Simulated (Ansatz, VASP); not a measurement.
# Ga in VASP and in Ansatz

```
CELL_PARAMETERS angstrom
-1.71660 1.71660 1.71660
1.71660 -1.71660 1.71660
1.71660 1.71660 -1.71660
ATOMIC_POSITIONS crystal
Ga 0.00000 0.00000 0.00000
```

Alike in both runs: task single point; functional PBE; k mesh 18 × 18 × 18; occupations gaussian, width 0.1 eV; no spin polarisation.

```csv
,VASP,Ansatz
version,VASP 6.6.1,Ansatz 0.2.0
potentials or method,"VASP PAW PBE potentials, release 64 (Ga_d)","scalar-relativistic, plane waves, PAW"
plane-wave cutoff (eV),520,420
valence electrons in the cell,13,13
```

|  | VASP | Ansatz | Ansatz less VASP |
| --- | --- | --- | --- |
| gap on the k mesh at the Fermi level (eV) | none | none | - |
| pressure (GPa) | -2.1 | -2.2 | -0.05 |

A gap of «none» marks a metal or a gap that the smearing closes.
